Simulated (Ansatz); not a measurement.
Set up this calculation in Ansatz 0.2.0, as the native input.

- Task: single point
- Functional: PBE
- Potentials or basis: all-electron LAPW, scalar-relativistic
- Cutoff: 223 eV (chosen from the basis error)
- Basis error allowed: 0.003 eV/atom
- k mesh: 7 × 7 × 7
- Occupations: fermi-dirac, width 0.03 eV
- Spin: no spin polarisation

The system is ZrC.

```
Zr C
1.0
     0.00000    2.36500    2.36500
     2.36500    0.00000    2.36500
     2.36500    2.36500    0.00000
Zr C
1 1
Direct
  0.50000 0.50000 0.50000
  0.00000 0.00000 0.00000
```

The input as run:

input.yaml

```yaml
crystal:
  lattice:
    - [0.0, 2.365, 2.365]
    - [2.365, 0.0, 2.365]
    - [2.365, 2.365, 0.0]
  atoms:
    - { symbol: Zr, position: [0.5, 0.5, 0.5] }
    - { symbol: C, position: [0.0, 0.0, 0.0] }
kpoints:
  mp_grid: { grid: [7, 7, 7] }
scf:
  occupations: { method: fermi_dirac, width: 0.03 }
hamiltonian:
  xc: pbe
  pseudopotentials: { kind: all_electron, lapw: { basis_error: 0.003 } }
output:
  forces: true
  stress: true
  eigenvalues: true
```

Potentials or basis: all-electron LAPW, scalar-relativistic.

Launch:

```console
$ ansatz run input.yaml --threads 1 --pin off --max-ram 3072MiB --backend cpu --events-out ev --progress --plain --runs-dir out
```

Results of the run:

```json
{
  "Pressure": "-2.9 GPa",
  "Band gap on the k mesh": "none (metal or under the smearing width)"
}
```

Caveat: the k mesh is thin for a metal, which can move the energy by tens of meV per atom.

Run time: 2.4 s on 1 thread of Arm Neoverse V2 (shared host), peak memory 0.23 GiB.
